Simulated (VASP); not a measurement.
Wanted: the native input for a VASP 6.6.1 run.

```yaml
Task: single point
Functional: PBE
Potentials_or_basis: VASP PAW PBE potentials, release 64 (As)
Cutoff: 520 eV
k_mesh: 6 × 6 × 6
Occupations: gaussian, width 0.1 eV
Spin: no spin polarisation
Dipole_correction: no
Further_INCAR_settings: ALGO = Fast; EDIFF = 1e-06; NBANDS = 8
```

The structure of As lies in POSCAR:

```
As
1.0
    2.7036817444      0.0000000000      0.0000000000
    0.0000000000      2.7036817444      0.0000000000
    0.0000000000      0.0000000000      2.7036817444
As
1
Direct
    0.5000000000      0.5000000000      0.5000000000
```

This isn't the form of As at room conditions, which is rhombohedral.

The input as run:

INCAR

```
SYSTEM = As
ALGO = Fast
EDIFF = 1E-6
ENCUT = 520
GGA = PE
ISIF = 2
ISMEAR = 0
LASPH = .TRUE.
LCHARG = .TRUE.
LELF = .TRUE.
LREAL = .FALSE.
LVHAR = .TRUE.
LWAVE = .FALSE.
NBANDS = 8
NELM = 100
PREC = Accurate
SIGMA = 0.1
```

KPOINTS

```
k-points
0
G
  6 6 6
  0 0 0
```

Potentials or basis: VASP PAW PBE potentials, release 64 (As).

Command:

```sh
$ cat potpaw_PBE.64/As/POTCAR > POTCAR
$ mpirun -np 1 vasp_std > vasp.out
```

Results of the run:

The pressure is 2.8 GPa. The band gap on the k mesh is none (metal or under the smearing width).

Caveat: the k mesh is coarse (spacing up to 0.39 Å⁻¹), so the values aren't converged.

Wall time 2.6 s on 1 thread of AMD EPYC 9R45 (Zen 5) (shared host), peak memory 0.08 GiB.
